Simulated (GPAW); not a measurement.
Runs of GPAW 26.7.0 on BN. The structure is cubic, space group F-43m (No. 216). The conventional cell has a = 3.626 Å, b = 3.626 Å, c = 3.626 Å, α = 90.00°, β = 90.00°, γ = 90.00°. Around N (site symmetry -43m) lie 4 B at 1.57 Å. Around B (site symmetry -43m) lie 4 N at 1.57 Å. The cell is a database's computed one.

```tsv
task	level	potentials or basis	cell	k mesh	cutoff (eV)	smearing	convergence	displacement	relaxed first	optimizer	fmax	mesh quality	gap on the mesh (eV)	pressure (GPa)
single point	PBEsol	PAW data sets generated in the run's folder for this functional, pw	as given	13 × 13 × 13	800	fermi-dirac 0.05 eV	-	-	-	-	-	not flagged	4.35	-7.5
Born charges	SCAN+D3(BJ)	GPAW PAW data sets (gpaw-data 1.2.1), pw	atoms relaxed	8 × 8 × 8	680	fermi-dirac 0.01 eV	density=1e-06 eigenstates=1e-09	0.02	ions	-	-	coarse	(a)	-13.7
relaxation of cell and atoms	RPBE+D4	the program's PAW data sets (release 1.2.1) made for this functional, pw	relaxed	13 × 13 × 13	800	fermi-dirac 0.05 eV	density=1e-05 forces=0.0001	-	-	BFGS	0.02 eV/Å	not flagged	(b)	0.2
band structure	revTPSS	GPAW PAW data sets (gpaw-data 1.2.1), pw	as given	10 × 10 × 10	800	fermi-dirac 0.05 eV	-	-	-	-	-	not flagged	4.32	-4.1
```

Alike in all rows: no spin polarisation.

Q: Fill in the values left out.

A: (a) 4.95; (b) 4.60.

Caveats: an odd mesh through Γ misses points on the zone boundary, where band edges often lie (some runs); the PAW data sets were made with another functional, which shifts forces and pressure a little (some runs); the cell is more than 3 GPa from zero pressure, which shifts response properties (some runs); the cutoff is short for stress and forces, so pressures can be off by a GPa or more (some runs); the LO-TO splitting is left out (some runs); later steps reuse the first step's grids (some runs).

Not every run made on this cell is shown here.
